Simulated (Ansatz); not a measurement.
## How FeCo answers to pressure

```cif
data_structure
_symmetry_space_group_name_H-M 'Pm-3m'
_symmetry_Int_Tables_number 221
_cell_length_a 2.8570
_cell_length_b 2.8570
_cell_length_c 2.8570
_cell_angle_alpha 90.000
_cell_angle_beta 90.000
_cell_angle_gamma 90.000
_cell_volume 23.32
loop_
_atom_site_label
_atom_site_type_symbol
_atom_site_symmetry_multiplicity
_atom_site_Wyckoff_symbol
_atom_site_fract_x
_atom_site_fract_y
_atom_site_fract_z
_atom_site_occupancy
Fe1 Fe 1 b 0.50000 0.50000 0.50000 1
Co1 Co 1 a 0.00000 0.00000 0.00000 1
```

The runs use the primitive cell with vectors (2.857, 0.000, 0.000), (0.000, 2.857, 0.000), (0.000, 0.000, 2.857) Å, to which the k mesh refers.

It takes space group Pm-3m (No. 221, cubic). Conventional cell: a = 2.857 Å, b = 2.857 Å, c = 2.857 Å, α = 90.00°, β = 90.00°, γ = 90.00°. Fe (site symmetry m-3m) is surrounded by 8 Co at 2.47 Å. Around Co (site symmetry m-3m) lie 8 Fe at 2.47 Å.

The geometry is COD entry 9004229, unchecked; take it as a test cell.

Other magnetic orders may lie lower; this is the state that the run reached.

All numbers below come from DFT, PBE, all-electron LAPW, scalar-relativistic (Ansatz 0.2.0).

Sampling and basis: a Γ-centred 11×11×11 k mesh, Fermi–Dirac smearing of 0.05 eV, basis error target 1 meV/atom, spin-polarised from start moments Fe1 3, Co2 2 μB.

The cell is scaled evenly with fractional coordinates held.

```
V/V(cell)  P (GPa)  cell moment (μB)
   0.9500     7.59             4.429
   0.9750     2.11             4.478
   1.0000    -2.64             4.523
   1.0250    -6.76             4.565
```

From the rows at 0.9750 and 1.0250, what is the bulk modulus at the cell's volume?

B = −ΔP/Δln V = −[(-6.76) − (2.11)]/0.05001 = 177.4 GPa.

In a magnetic metal the moment, and with it the modulus, depend on the k mesh by some per cent, and the slopes vary along the table.

How does the moment scale with volume?

dln M/dln V = ln(4.565/4.478)/0.05001 = 0.4: expansion raises it.

Predict the row at V/V(cell) = 1.0500. How far is a linear estimate of P off?

P = -10.31 GPa, moment 4.605 μB. The linear estimate P(cell) − B ln(V/V(cell)) = -11.30 GPa misses by 0.99 GPa, since the modulus falls on expansion.
